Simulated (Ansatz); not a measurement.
## BeTe: levels along high-symmetry lines

```
Be Te
1.0
     0.00000    2.77000    2.77000
     2.77000    0.00000    2.77000
     2.77000    2.77000    0.00000
Be Te
1 1
Direct
  0.00000 0.00000 0.00000
  0.75000 0.75000 0.75000
```

Atom numbers follow the list: Be1, Te2.

The cell comes from COD entry 9008838, which wasn't checked; take it as a given geometry. It differs from other determinations.

Theory: DFT, PBE, all-electron LAPW, Dirac equation with spin-orbit coupling (Ansatz 0.2.0).

Settings: a Γ-centred 11×11×11 k mesh, Fermi–Dirac smearing of 0.03 eV, basis error target 0.5 meV/atom, no spin polarisation.

Points in fractions of the reciprocal vectors of this cell: Γ (0, 0, 0), X (-0.5, -0.5, 0), U (-0.375, -0.375, 0.25), K (-0.375, 0, 0.375), L (0, 0, 0.5), W (-0.5, -0.25, 0.25). The path joins them by straight lines in the order Γ–X–U–K–Γ–L–W–X; legs that retrace an earlier one aren't tabulated. Energies are in eV from the top of the valence band.

Problem. Metal or insulator at this level of theory?

Solution. An insulator or semiconductor: gap 1.57 eV, indirect from Γ to X (-0.5, -0.5, 0).

Problem. Tabulate bands 25 to 31, counted from the lowest band of the run, along the path.

Solution. 
```
k (1/Å)  point  band 25  band 26  band 27  band 28  band 29  band 30  band 31
   0.00      Γ     0.00     0.00     0.00     0.00     3.25     3.25     3.32
   0.23           -0.71    -0.71    -0.54    -0.54     3.01     3.01     3.91
   0.45           -1.82    -1.82    -1.47    -1.47     2.50     2.50     4.73
   0.68           -2.65    -2.65    -2.25    -2.25     2.02     2.02     3.52
   0.91           -3.16    -3.16    -2.76    -2.76     1.69     1.69     2.62
   1.13      X    -3.33    -3.33    -2.93    -2.93     1.57     1.57     2.32
   1.21           -3.40    -3.35    -2.97    -2.96     1.66     1.66     2.40
   1.29           -3.61    -3.51    -2.99    -2.98     1.83     1.84     2.72
   1.37           -3.94    -3.80    -2.94    -2.92     2.00     2.02     3.30
   1.45           -4.29    -4.09    -2.83    -2.81     2.16     2.18     4.08
   1.54      U    -4.60    -4.32    -2.68    -2.67     2.33     2.36     4.97
   1.67           -4.60    -4.30    -2.82    -2.76     2.79     2.84     5.49
   1.81           -4.41    -4.13    -3.13    -3.02     3.81     3.89     5.21
   1.95           -4.41    -4.13    -3.13    -3.02     3.81     3.89     5.21
   2.09           -4.60    -4.30    -2.82    -2.76     2.79     2.84     5.49
   2.23      K    -4.60    -4.32    -2.68    -2.67     2.33     2.36     4.97
   2.47           -4.42    -4.17    -2.07    -2.06     2.99     3.01     6.17
   2.71           -3.41    -3.25    -1.35    -1.33     3.67     3.70     4.89
   2.95           -2.18    -2.05    -0.71    -0.69     3.83     3.84     3.97
   3.19           -0.91    -0.82    -0.27    -0.26     3.43     3.45     3.52
   3.43      Γ     0.00     0.00     0.00     0.00     3.25     3.25     3.32
   3.63           -0.58    -0.58    -0.19    -0.19     3.35     3.35     3.51
   3.83           -1.09    -1.09    -0.58    -0.57     3.23     3.23     3.97
   4.02           -1.46    -1.46    -0.94    -0.94     3.07     3.07     4.26
   4.22           -1.70    -1.70    -1.19    -1.19     2.97     2.97     4.29
   4.41      L    -1.78    -1.78    -1.27    -1.27     2.93     2.93     4.26
   4.58           -2.14    -2.08    -1.56    -1.52     3.29     3.32     4.11
   4.74           -3.02    -2.90    -2.07    -1.98     3.76     3.78     3.99
   4.90           -3.89    -3.71    -2.70    -2.58     4.02     4.08     4.30
   5.06           -4.47    -4.14    -3.35    -3.23     4.46     4.52     4.80
   5.22      W    -4.54    -4.08    -3.72    -3.67     4.99     5.02     5.23
   5.33           -4.33    -3.98    -3.66    -3.61     4.06     4.07     4.54
   5.44           -4.00    -3.77    -3.49    -3.45     3.09     3.10     3.67
   5.56           -3.68    -3.54    -3.24    -3.22     2.30     2.30     2.96
   5.67           -3.44    -3.37    -3.02    -3.01     1.76     1.76     2.48
   5.78      X    -3.33    -3.33    -2.93    -2.93     1.57     1.57     2.32
```
